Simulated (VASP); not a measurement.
Wanted: the native input for a VASP 6.6.1 run.

```
Task                   : relaxation of cell and atoms
Functional             : PBE
Potentials or basis    : VASP PAW PBE potentials, release 64 (Cu)
Cutoff                 : 600 eV
k mesh                 : 18 × 18 × 10
Occupations            : gaussian, width 0.1 eV
Spin                   : no spin polarisation
Dipole correction      : no
Further INCAR settings : ALGO = Normal; EDIFF = 1e-06; IBRION = 2; EDIFFG = -0.005; NSW = 100; ISIF = 3
```

The structure of Cu lies in POSCAR:

```
Cu
1.0
    2.5340966698      0.0000000000      0.0000000000
   -1.2670483349      2.1945920917      0.0000000000
    0.0000000000      0.0000000000      4.1125710000
Cu
2
Direct
    0.3333333300      0.6666666700      0.2500000000
    0.6666666700      0.3333333300      0.7500000000
```

This isn't the form of Cu at room conditions, which is fcc.

One way to write it, as run:

INCAR

```
PREC = Accurate
ENCUT = 600
EDIFF = 1E-6
ISMEAR = 0
SIGMA = 0.1
LREAL = False
LASPH = True
NELM = 100
ALGO = Normal
ISIF = 3
LWAVE = False
LCHARG = False
GGA = PE
IBRION = 2
NSW = 100
EDIFFG = -0.005
```

KPOINTS

```
regular mesh
0
Gamma
  18 18 10
```

Potentials or basis: VASP PAW PBE potentials, release 64 (Cu).

Command:

```console
$ cat potpaw_PBE.64/Cu/POTCAR > POTCAR
$ mpirun -np 1 vasp_std > vasp.out
```

Results of the run:

```
Relaxed volume                         : 12.03 Å³/atom
Relaxed cell                           : a = 2.573 Å, b = 2.573 Å, c = 4.200 Å, α = 90.00°, β = 90.00°, γ = 120.00°
Space group after relaxing (to 0.05 Å) : P6_3/mmc (No. 194)
Energy gained by relaxing              : 13.9 meV/atom
Ionic steps                            : 6
Pressure after relaxing                : 0.0 GPa
Band gap on the k mesh                 : none (metal or under the smearing width)
```

It took 110 s on 1 thread of Intel(R) Xeon(R) 6975P-C (Granite Rapids), with other jobs on the host, peak memory 0.2 GiB.
